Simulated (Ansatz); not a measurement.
## Ge in Ansatz: the effect of functional

Crystal: Ge.

```
Ge
1.0
     1.46794   -2.55962    0.00000
     1.46794    2.55962    0.00000
     0.00000    0.00000    4.66370
Ge
2
Direct
  0.33345 0.66655 0.25000
  0.66655 0.33345 0.75000
```

This isn't the form of Ge at room conditions, which is diamond.

The cell isn't the ideal one: volume scaled by 0.96.

Alike in all runs:

* Program: Ansatz 0.2.0
* Task: single point
* Potentials or basis: Ansatz PAW
* k mesh: 10 × 10 × 6
* Occupations: fermi-dirac, width 0.05 eV
* Spin: no spin polarisation

```csv
functional,cutoff,pressure (GPa)
LDA,420 eV (not typed: the program's choice for these potentials),2.1
PBEsol,420 eV (not typed: the program's choice for these potentials),?
r2SCAN,500 eV (not typed: the program's choice for these potentials),5.7
```

Q: What does the run with functional PBEsol give?

A: Pressure 4.0 GPa.

Caveats: the PAW data sets come from PBE, with cores solved anew for the run's functional, which leaves a small shift of forces and pressure.
